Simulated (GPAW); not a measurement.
Nb:

```xyz
1
Lattice="-1.6640 1.6640 1.6640 1.6640 -1.6640 1.6640 1.6640 1.6640 -1.6640" Properties=species:S:1:pos:R:3 pbc="T T T"
Nb    0.0000    0.0000    0.0000
```

Base run:

```yaml
Program: GPAW 26.7.0
Functional: PBE
Potentials_or_basis: GPAW PAW data sets (gpaw-data 1.2.1)
Cutoff: 600 eV
Basis: pw
k_mesh: 11 × 11 × 11
Occupations: fermi-dirac, width 0.05 eV
Spin: spin-orbit coupling, no magnetisation
```

Its results: pressure -2.7 GPa.

The run is repeated on the same cell with these changes: functional from PBE to AM05; potentials or basis from GPAW PAW data sets (gpaw-data 1.2.1) to PAW data sets generated in the run's folder for this functional. What comes out?

Pressure -8.9 GPa.

Caveats: spin-orbit coupling was added after a scalar SCF, so levels and gaps hold it while energy, forces, pressure and moments don't.
